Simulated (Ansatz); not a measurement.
## Sc in Ansatz: convergence with k mesh

The system is Sc.

```xyz
1
Lattice="0.0000 2.2600 2.2600 2.2600 0.0000 2.2600 2.2600 2.2600 0.0000" Properties=species:S:1:pos:R:3 pbc="T T T"
Sc    0.0000    0.0000    0.0000
```

This isn't the form of Sc at room conditions, which is hcp.

| Property | Result |
| --- | --- |
| Program | Ansatz 0.2.0 |
| Task | convergence study |
| Functional | PBEsol |
| Potentials or basis | all-electron LAPW, scalar-relativistic |
| Cutoff | 174 eV (chosen from the basis error) |
| Basis error allowed | 0.001 eV/atom |
| k mesh | 2 × 2 × 2 |
| Occupations | fermi-dirac, width 0.05 eV |
| Spin | no spin polarisation |

These are the settings of the first run; the series varies k mesh, with any setting tied to it.

Hardware: 1 thread of Arm Neoverse V1 (shared host).

Task: The values tried are 2 × 2 × 2, 4 × 4 × 4, 5 × 5 × 5, 6 × 6 × 6, 8 × 8 × 8, 10 × 10 × 10, 12 × 12 × 12, 14 × 14 × 14, loosest first. From which on does the pressure stay within 0.1 GPa of the tightest run that finished?

Result: From 10 × 10 × 10 on.

| k mesh | energy less the tightest run, at zero smearing (meV/atom) | pressure (GPa) | SCF cycles | CPU time (s) | peak memory (GiB) |
| --- | --- | --- | --- | --- | --- |
| 2 × 2 × 2 | -731.89 | -15.57 | 5 | 0.56 | 0.19 |
| 4 × 4 × 4 | -11.19 | 1.72 | 6 | 0.77 | 0.19 |
| 5 × 5 × 5 | 46.09 | 2.24 | 6 | 0.87 | 0.19 |
| 6 × 6 × 6 | -6.32 | 1.45 | 6 | 1.1 | 0.19 |
| 8 × 8 × 8 | 2.99 | 1.06 | 5 | 1.4 | 0.2 |
| 10 × 10 × 10 | 3.26 | 1.26 | 5 | 2 | 0.21 |
| 12 × 12 × 12 | 1.01 | 1.27 | 5 | 2.9 | 0.22 |
| 14 × 14 × 14 | 0.00 | 1.20 | 5 | 4 | 0.24 |

Not settled before the last step: the energy (to 1 meV/atom). Meshes of other sizes hit other points, so gaps and Fermi surfaces needn't settle smoothly. The tightest run that finished is the yardstick and may itself not be fully converged.
